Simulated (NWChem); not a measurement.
**PBE0/def2-SVP run of C3H8S (1-propanethiol)**

What is the vertical ionisation energy of C3H8S (1-propanethiol) at PBE0/def2-SVP? 

The calculation is run with NWChem 7.3.0.

### 1 Starting point

C3H8S: 12 atoms, total charge 0, spin state singlet. As SMILES, `CCCS`. Geometry: relaxed at PBE0-D4/def2-TZVP. This is one conformer, not always the lowest.

Bond lengths: C1–C2 1.517 Å, C2–C3 1.519 Å, C3–S4 1.814 Å, C1–H5 1.094 Å, C1–H6 1.092 Å, C1–H7 1.092 Å, C2–H8 1.097 Å, C2–H9 1.094 Å, C3–H10 1.092 Å, C3–H11 1.093 Å, S4–H12 1.342 Å. Some angles: C1–C2–C3 113.9°, C2–C3–S4 115.3°, C1–C2–H8 109.5°, C1–C2–H9 109.9°, C3–C2–H8 107.6°, C3–C2–H9 109.0°, C2–C1–H5 111.2°, C2–C1–H6 111.2°, C2–C1–H7 111.1°, C2–C3–H10 110.3°.

### 2 A single-point energy at PBE0/def2-SVP

Contents of c3h8s.nw:

```
start c3h8s
memory total 2200 mb

geometry units angstroms noautosym nocenter noautoz
 C    -1.283300   -0.379200   -0.272800
 C     0.045200   -0.724800    0.373600
 C     1.180600    0.206600   -0.015700
 S     1.010700    1.918500    0.559900
 H    -1.199600   -0.359800   -1.363700
 H    -1.640700    0.599300    0.056300
 H    -2.049500   -1.112000   -0.012100
 H     0.337600   -1.742000    0.086700
 H    -0.058900   -0.723300    1.462800
 H     2.117600   -0.129200    0.434600
 H     1.332400    0.212800   -1.097800
 H     0.025600    2.287900   -0.272500
end

basis spherical bse
 * library def2-SVP
end

dft
 xc pbe0
 grid fine
 convergence energy 1e-08
 maxiter 100
 mulliken
 noprint "final vectors analysis"
end

task dft energy
```

Command:

```
$ nwchem c3h8s.nw > c3h8s.out
```

The log of the run (excerpt; [...] marks lines left out):

```text
[...]
          Wavefunction type:  closed shell.
          No. of atoms     :    12
          No. of electrons :    42
[...]
          Charge           :     0
          Spin multiplicity:     1
[...]
          AO basis - number of functions:   100
[...]
              XC Information
              --------------
                         PBE0 Method XC Functional
                     Hartree-Fock (Exact) Exchange  0.250
          PerdewBurkeErnzerhof Exchange Functional  0.750
            Perdew 1991 LDA Correlation Functional  1.000 local
           PerdewBurkeErnz. Correlation Functional  1.000 non-local
[...]
 d= 0,ls=0.0,diis     1   -516.7938266204 -6.84D+02  5.99D-03  2.76D-01     7.9
[...]
 d= 0,ls=0.0,diis     8   -516.8281880393  3.35D-09  3.11D-06  1.71D-07    54.1
         Total DFT energy =     -516.828188039296
      One electron energy =    -1040.356947744148
           Coulomb energy =      401.024164235702
    Exchange-Corr. energy =      -44.661924347957
 Nuclear repulsion energy =      167.166519817107
[...]
      Total Density - Mulliken Population Analysis
     ---------------------------------------------
    Atom       Charge   Shell Charges
 -----------   ------   -------------------------------------------------------
    1 C    6     6.09   1.99  0.89  0.17  2.12  0.90  0.03
    2 C    6     6.05   1.99  0.90  0.15  2.11  0.86  0.04
    3 C    6     6.18   1.99  0.91  0.23  2.08  0.94  0.04
    4 S   16    16.12   2.00  1.98  1.23  0.64  5.93  1.82  2.45  0.07
    5 H    1     0.96   0.74  0.20  0.02
    6 H    1     0.96   0.74  0.20  0.02
    7 H    1     0.95   0.74  0.19  0.02
    8 H    1     0.96   0.75  0.19  0.02
    9 H    1     0.95   0.74  0.19  0.02
   10 H    1     0.92   0.74  0.16  0.02
[...]
```

Run time: 55 s. Hardware: 1 thread of Intel Xeon Platinum 8488C (Sapphire Rapids), shared host; peak memory 0.12 GiB.

### 3 The doublet cation at the same level

Contents of mol.nw:

```
START mol
memory stack 880 mb heap 220 mb global 1100 mb
charge 1
GEOMETRY units angstroms noautosym nocenter noautoz
 C       -1.283300      -0.379200      -0.272800
 C        0.045200      -0.724800       0.373600
 C        1.180600       0.206600      -0.015700
 S        1.010700       1.918500       0.559900
 H       -1.199600      -0.359800      -1.363700
 H       -1.640700       0.599300       0.056300
 H       -2.049500      -1.112000      -0.012100
 H        0.337600      -1.742000       0.086700
 H       -0.058900      -0.723300       1.462800
 H        2.117600      -0.129200       0.434600
 H        1.332400       0.212800      -1.097800
 H        0.025600       2.287900      -0.272500
END
BASIS spherical bse
 * library def2-SVP
END
DFT
 xc pbe0
 mult 2
 grid fine
 convergence energy 1e-08
 maxiter 100
 mulliken
 noprint "final vectors analysis"
END
TASK dft energy
```

Command:

```
$ nwchem mol.nw > mol.out
```

The log of the run (excerpt; [...] marks lines left out):

```text
[...]
          Wavefunction type:  spin polarized.
          No. of atoms     :    12
          No. of electrons :    41
[...]
          Charge           :     1
          Spin multiplicity:     2
[...]
          AO basis - number of functions:   100
[...]
              XC Information
              --------------
                         PBE0 Method XC Functional
                     Hartree-Fock (Exact) Exchange  0.250
          PerdewBurkeErnzerhof Exchange Functional  0.750
            Perdew 1991 LDA Correlation Functional  1.000 local
           PerdewBurkeErnz. Correlation Functional  1.000 non-local
[...]
 d= 0,ls=0.0,diis     1   -516.4195886829 -6.84D+02  5.12D-03  1.95D-01    10.5
[...]
 d= 0,ls=0.0,diis    12   -516.4932267406 -2.65D-09  2.77D-07  5.05D-10   126.6
[...]
         Total DFT energy =     -516.493226740556
      One electron energy =    -1029.849112352232
           Coulomb energy =      390.532474240938
    Exchange-Corr. energy =      -44.343108446369
 Nuclear repulsion energy =      167.166519817107
[...]
      Total Density - Mulliken Population Analysis
     ---------------------------------------------
    Atom       Charge   Shell Charges
 -----------   ------   -------------------------------------------------------
    1 C    6     6.11   1.99  0.89  0.20  2.13  0.88  0.03
    2 C    6     6.11   1.99  0.91  0.21  2.11  0.86  0.04
    3 C    6     6.25   1.99  0.93  0.25  2.07  0.97  0.04
    4 S   16    15.53   2.00  1.99  1.35  0.53  5.93  1.76  1.90  0.08
    5 H    1     0.92   0.73  0.16  0.02
    6 H    1     0.96   0.75  0.19  0.02
    7 H    1     0.89   0.72  0.14  0.02
    8 H    1     0.87   0.72  0.12  0.02
    9 H    1     0.89   0.74  0.14  0.02
   10 H    1     0.83   0.72  0.09  0.02
[...]
      <S2> =      0.7542 (Exact =     0.7500)
[...]
```

Run time: 2.1 min. Hardware: 1 thread of Intel Xeon Platinum 8488C (Sapphire Rapids), shared host; peak memory 0.12 GiB.

### 4 Results

Level: PBE0/def2-SVP.

| quantity | value |
| --- | --- |
| singlet C3H8S: total energy | -516.82819 Eh |
| singlet C3H8S: dipole moment | 1.62 D |
| doublet cation: total energy | -516.49323 Eh |
| doublet cation: ⟨S²⟩ | 0.754 |
| vertical ionisation energy (to the doublet cation) | 9.115 eV |

Removing an electron at fixed nuclei costs 9.11 eV (879 kJ/mol). Mulliken charges (doublet cation) run from -0.25 on C3 to +0.47 on S4.
